For fcc Lu, the choice of functional is first of all a choice of volume. From LDA to RPBE the atom gains 5 Å³, about a fifth of its volume, and the bulk modulus falls by more than a quarter. PBE is a sensible default: it gives a plausible volume at the price of an ordinary gradient-corrected calculation, and it is the functional for which the atomic datasets were made.

Fcc Lu without spin polarisation, calculated with Ansatz 0.2.0 using plane waves, scalar-relativistic PAW datasets made for PBE, and Fermi-Dirac smearing of 0.1 eV. The volume, bulk modulus and its pressure derivative come from third-order Birch-Murnaghan fits to energies extrapolated to zero smearing.

| functional | wave cutoff | k mesh | volume per atom (Å³) | bulk modulus (GPa) | bulk modulus pressure derivative |
| --- | --- | --- | --- | --- | --- |
| LDA | 420 eV | 13×13×13 | 25.50 | 53.7 | 3.61 |
| PBEsol | 420 eV | 13×13×13 | 27.10 | 46.8 | 3.78 |
| PBE | 420 eV | 18×18×18 | 28.92 | 42.2 | 3.53 |
| revPBE | 420 eV | 12×12×12 | 30.08 | 39.3 | 3.20 |
| RPBE | 420 eV | 12×12×12 | 30.50 | 38.6 | 3.10 |
| BLYP | 420 eV | 12×12×12 | 29.57 | 41.7 | 3.62 |
| r2SCAN | 500 eV | 13×13×13 | 29.06 | 40.8 | 2.80 |

**Volume against the accuracy needed.** The measured volume of Lu is roughly 30 Å³, a recalled figure for the hcp metal at room temperature. LDA lies about 15% below it and PBEsol about 10%, more than the change of structure and thermal expansion would normally explain. LDA is known to bind metals too tightly, but both runs also carry a warning that their datasets were made for another functional, so the whole deficit should not be charged to the functionals. The remaining functionals other than PBE use the same PBE datasets, with an error that is not measured here. PBE and these four lie within 4% of the rough figure, too close for it to rank them.

For a lattice constant, these volume steps shrink to about a third. BLYP and r2SCAN agree with PBE within 1%, whereas revPBE and RPBE give lattice constants 1 to 2% larger. For a purpose that tolerates 1% in the lattice constant, PBE, BLYP and r2SCAN are interchangeable here. That does not extend to energies: the correlation part of BLYP is wrong for a uniform electron gas, and BLYP is known to bind metals too weakly.

**Why the volume moves.** PBE, revPBE and RPBE share their treatment of correlation and differ only in exchange, so their steps mainly reflect one ingredient, although the PBE run also has a finer mesh. Each lowers the exchange energy where the density varies rapidly. At a reduced gradient of 2, a measure of how uneven the density is, the gain over LDA exchange is about 42% in PBE, 51% in revPBE and 53% in RPBE. The volumes follow the same order, with the smaller step again coming last. The usual argument, which these runs do not test, is that expansion thins the density between the atoms and so raises its reduced gradient. A functional that rewards a large reduced gradient then pushes the atoms apart.

**Why stiffness follows, but less than it might.** It is tempting to call RPBE a soft functional and LDA a stiff one. At a common volume of 28 Å³ the order nearly reverses: LDA gives about 38 GPa and RPBE about 50 GPa. RPBE looks soft in the table because its crystal is larger at rest, and a stretched metal resists compression less.

A simple model makes this quantitative. Treat a change of functional as an added pressure $\Delta P$ on the PBE crystal, positive if it pushes outward. Let $V$ be the volume per atom, $B$ the bulk modulus and $B'$ its pressure derivative, with subscript 0 for PBE at rest. With $B'$ held constant, the PBE crystal at another volume has

$$B_{\mathrm{PBE}}(V)=B_0\left(\frac{V_0}{V}\right)^{B'_0},\qquad P_{\mathrm{PBE}}(V)=\frac{B_{\mathrm{PBE}}(V)-B_0}{B'_0}.$$

At the new resting volume the total pressure is zero, so $\Delta P=-P_{\mathrm{PBE}}(V)$. If the added pressure varies as $V^{-m}$, then $B=-V\,dP/dV$ gives

$$B=B_{\mathrm{PBE}}(V)+m\,\Delta P.$$

Take RPBE as an example. Stretching the PBE crystal to the RPBE volume gives $42.2\times(28.92/30.50)^{3.53}\approx35.0$ GPa. The added pressure is $(42.2-35.0)/3.53\approx2.04$ GPa. With $m=1.85$ the estimate becomes $35.0+1.85\times2.04\approx38.8$ GPa, against 38.6 GPa in the table.

The exponent was fitted to the six functionals other than PBE, RPBE included, so this agreement is a description and not an independent prediction. It reproduces all six bulk moduli within 3%. A constant added pressure fails much more clearly, making LDA 23% too stiff and RPBE 9% too soft. For most of these functionals the difference from PBE therefore acts more strongly in a compressed crystal. r2SCAN cannot settle the point, since its volume is so close to that of PBE that the two versions of the model differ by less than 1% in its bulk modulus.

**Settings that rival a small step.** The energies are extrapolated to zero smearing. Without that correction, the electrons would be treated as if at about 1200 K, and the volumes would grow by an estimated 0.10 to 0.16 Å³. That is comparable with the 0.14 Å³ between PBE and r2SCAN, so a corrected volume should not be compared with an uncorrected one. Between runs treated alike most of the shift cancels, but the meshes and cutoffs of these two also differ. With no convergence test shown, their volumes should not be ranked.

**What the levels cost.** LDA and the gradient-corrected functionals need similar work at equal settings, so saving time is no reason to choose LDA. The 500 eV cutoff used for r2SCAN brings about 1.3 times as many plane waves as 420 eV, and the functional also needs the kinetic-energy density. Refining the mesh from 12 to 18 divisions brings about 3.4 times as many k points before symmetry is used.

**Rule for use.** Relax the cell with the functional that will be used afterwards. In a cell relaxed with PBE, LDA would pull inward with about 5 GPa and RPBE would push outward with about 2 GPa, tens of thousands of atmospheres in either case. Such a hidden load changes other properties too. With its own $B'$ held constant, LDA would have a bulk modulus of only about 34 GPa in that cell, instead of 53.7 GPa at rest.

Output of the analysis:

```
Steps from PBE and settings:
     row  volume step %  lattice constant step %  bulk modulus step %  volume against rough 30 Å3 %  pressure in PBE cell GPa  volume gain without smearing extrapolation Å3
     LDA         -11.83                   -4.108                27.25                           -15                    -5.431                                        0.09986
  PBEsol         -6.293                   -2.143                 10.9                        -9.667                    -2.697                                         0.1515
     PBE              0                        0                    0                          -3.6                         0                                         0.1559
  revPBE          4.011                     1.32               -6.872                        0.2667                     1.647                                         0.1326
    RPBE          5.463                    1.789               -8.531                         1.667                     2.232                                         0.1253
    BLYP          2.248                   0.7436               -1.185                        -1.433                    0.9652                                         0.1523
  r2SCAN         0.4841                   0.1611               -3.318                        -3.133                    0.1984                                          0.115
RPBE less revPBE volume, Å3: 0.42
r2SCAN less PBE volume, Å3: 0.14
Largest smearing shift, % of volume: 0.5589
PBE volume at zero printed pressure less table volume, Å3: 0.1695
Electronic temperature of the smearing, K: 1160
PBE exchange gain over LDA at reduced gradient 2, %: 41.9
revPBE exchange gain over LDA at reduced gradient 2, %: 50.77
RPBE exchange gain over LDA at reduced gradient 2, %: 53.37
fit of extra on 6 rows (abs(dP) > 0.001): coefficient of dP 1.849 +/- 0.093; rms 0.668, worst r2SCAN 1.06, leave-one-out rms 0.781
  rows outside the fit (model, value, miss): PBE 0, 0, 0
Bulk modulus tests:
     row  at common volume 28.0 Å3 GPa  constant added pressure GPa  its miss %  varying added pressure GPa  its miss %
     LDA                         38.31                         65.8       22.54                       53.44     -0.4792
  PBEsol                         41.36                        53.08       13.43                       47.38       1.247
     PBE                          47.3                         42.2           0                        42.2           0
  revPBE                         49.43                        36.73      -6.539                       39.59      0.7499
    RPBE                         50.32                        34.98       -9.39                       38.76       0.412
    BLYP                          50.8                        39.02      -6.438                       40.68      -2.438
  r2SCAN                         45.27                        41.49       1.683                       41.86       2.599
LDA bulk modulus from pressures near 27 Å3, GPa: 42
RPBE bulk modulus from pressures near 27 Å3, GPa: 53.15
Plane waves at 500 eV over 420 eV, equal volume, ratio: 1.299
Full k mesh of 18 over 12 divisions, ratio: 3.375
```
